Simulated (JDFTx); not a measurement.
# Li2O in JDFTx: convergence with energy threshold

Input of the first run (energy threshold 0.001 Ha); the others differ in this setting and in those tied to it:

The input Li2O.in:

```
lattice \
    0.0000000000     4.3971175137     4.3971175137 \
    4.3971175137     0.0000000000     4.3971175137 \
    4.3971175137     4.3971175137     0.0000000000
coords-type Cartesian
ion O      0.0000000000     0.0000000000     0.0000000000 1
ion Li     2.1985587568     2.1985587568     2.1985587568 1
ion Li     6.5956762705     6.5956762705     6.5956762705 1

ion-species pseudo/O.upf
ion-species pseudo/Li.upf
elec-cutoff 42 336
elec-ex-corr gga-PBEsol
kpoint-folding 10 10 10
elec-smearing Fermi 0.0018374661
elec-n-bands 11
electronic-SCF nIterations 100 energyDiffThreshold 0.001
electronic-minimize nIterations 30 energyDiffThreshold 1e-7
forces-output-coords Cartesian

dump-name run.$VAR
dump End Ecomponents EigStats BandEigs Kpoints Forces Stress
```

Potentials or basis: PseudoDojo-SR-PBEsol-0.4.1-standard with smoothed tails.

Command:

```sh
$ jdftx -c 1 -i Li2O.in -o Li2O.out
```

The cell comes from a database or a generator and needn't be the stable form of this composition.

Hardware: 1 thread of Arm Neoverse V2, with other jobs on the host.

**Question.** The values tried are 0.001 Ha, 0.0001 Ha, 1e-05 Ha, 1e-06 Ha, 1e-07 Ha, 1e-08 Ha, 1e-10 Ha, loosest first. From which on does the pressure stay within 0.1 GPa of the tightest run that finished?

**Answer.** From 1e-06 Ha on.

```tsv
energy threshold	energy less the tightest run, at zero smearing (meV/atom)	pressure (GPa)	SCF cycles	CPU time (s)	peak memory (GiB)
0.001 Ha	0.00	-4.39	5	35	0.11
0.0001 Ha	0.00	-4.39	5	35	0.11
1e-05 Ha	0.00	-4.39	5	35	0.11
1e-06 Ha	0.00	-3.84	7	40	0.11
1e-07 Ha	0.00	-3.82	8	42	0.11
1e-08 Ha	0.00	-3.81	9	45	0.11
1e-10 Ha	0.00	-3.81	11	50	0.11
```

Against the tightest run, the energy stays within 1 meV/atom from 0.001 Ha on. The tightest run that finished is the yardstick and may itself not be fully converged.
